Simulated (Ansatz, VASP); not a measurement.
MnO2: VASP beside Ansatz

The input INCAR:

```
SYSTEM = MnO2
PREC = Accurate ; ENCUT = 520
EDIFF = 1E-6 ; ISMEAR = 0
SIGMA = 0.05 ; LREAL = .FALSE.
LASPH = .TRUE. ; NELM = 150
ALGO = Normal ; ISIF = 2
LWAVE = .FALSE. ; LCHARG = .FALSE.
ISPIN = 2 ; MAGMOM = 3.15 0 0
LORBIT = 11 ; LMAXMIX = 4
LDAU = .TRUE. ; LDAUTYPE = 2
LDAUL = 2 -1 ; LDAUU = 3.9 0
LDAUJ = 0 0 ; LDAUPRINT = 1
GGA = PE ; NBANDS = 24
```

KPOINTS

```
regular mesh
0
G
  6 6 4
  0 0 0
```

File POSCAR:

```
MnO2
1.0
    2.9203003366      0.0000000000      0.0000000000
   -1.4601501683      2.5290542782      0.0000000000
    0.0000000000      0.0000000000      5.5070216066
Mn O
1 2
Direct
    0.0000000000      0.0000000000      0.0000000000
    0.3333333333      0.6666666667      0.1728657965
    0.6666666667      0.3333333333      0.8271342035
```

Input for Ansatz:

```yaml
crystal:
  lattice:
    - [2.9203003366, 0.0, 0.0]
    - [-1.4601501683, 2.5290542782, 0.0]
    - [0.0, 0.0, 5.5070216066]
  atoms:
    - { symbol: Mn, position: [0.0, 0.0, 0.0], spin: 3.15 }
    - { symbol: O, position: [0.3333333333, 0.6666666667, 0.1728657965] }
    - { symbol: O, position: [0.6666666667, 0.3333333333, 0.8271342035] }
basis:
  ecutwfc: 420
  ecutrho_ratio: 4
kpoints:
  mp_grid: { grid: [6, 6, 4] }
hamiltonian:
  xc: pbe
  hubbard: { sites: [{ species: Mn, l: d, u_eff: 3.9 }] }
scf:
  occupations: { method: gaussian, width: 0.05 }
  lower_state_search: "off"
output:
  forces: true
  stress: true
  eigenvalues: true
  populations: true
  hubbard: { sites: [{ species: Mn, l: d }] }
magnetization:
  spin_polarized: true
checkpoint:
  read: start.run
  write: ck
  compress: false
  write_wavefunctions: false
  write_every: 100000
```

Alike in both runs: task single point; functional PBE; k mesh 6 × 6 × 4; occupations gaussian, width 0.05 eV; collinear spin; Hubbard terms Mn d U = 3.9 eV.

|  | VASP | Ansatz |
| --- | --- | --- |
| version | VASP 6.6.1 | Ansatz 0.2.0 |
| potentials or method | VASP PAW PBE potentials, release 64 (Mn_pv, O) | scalar-relativistic, plane waves, PAW |
| plane-wave cutoff (eV) | 520 | 420 |
| valence electrons in the cell | 25 | 27 |

```csv
,VASP,Ansatz,Ansatz less VASP
gap on the k mesh at the Fermi level (eV),1.92,1.90,-0.019
least direct gap on the mesh (eV),2.20,2.16,-0.034
pressure (GPa),0.4,0.0,-0.44
largest component of the traceless stress (GPa),0.12,0.01,-0.104
rms of the force components (eV/Å),0.041,0.000,-0.0405
net moment per atom (μB),1.00,1.00,0.000
size of the moment on the site where the two differ most (μB),3.24,2.87,-0.375
```

Site moments also hang on the region over which each program counts them. The programs project onto different local orbitals, so the same U acts differently. Atom by atom the forces differ by 0.041 eV/Å (rms over components). The two sets of potentials don't hold the same shells in valence. Ansatz warned: «stability_check_not_made».

Caveats: a cell with one magnetic atom can't hold antiferromagnetic order, which such compounds often take. A k mesh can miss the band edges. The state reached can hang on the start; a lower one may exist.
